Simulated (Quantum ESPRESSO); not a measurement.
C:

```
C
1.0
     1.23319    0.71198    8.28262
    -1.23319    0.71198    8.28262
     0.00000   -1.42396    8.28262
C
4
Direct
  0.08717 0.08717 0.08717
  0.75385 0.75385 0.75385
  0.24615 0.24615 0.24615
  0.91283 0.91283 0.91283
```

This isn't the form of C at room conditions, which is graphite.

Base run:

```yaml
Program: Quantum ESPRESSO 7.5
Functional: LDA
Potentials_or_basis: GBRV 1.5 LDA
Cutoff: 612 eV
Density_cutoff: 4898 eV
k_mesh: 12 × 12 × 12
Occupations: fermi-dirac, width 0.05 eV
Spin: no spin polarisation
```

Its results: band gap on the k mesh 0.19 eV, direct; pressure -6.4 GPa; largest force 0.009 eV/Å.

Task: The run is repeated on the same cell with these changes: functional from LDA to PBEsol; potentials or basis from GBRV 1.5 LDA to GBRV 1.5 PBEsol. What comes out?

Result: Band gap on the k mesh 0.19 eV, direct; pressure -2.1 GPa; largest force 0.005 eV/Å.

Caveats: the mesh misses the band edges, which the band path finds closer together.
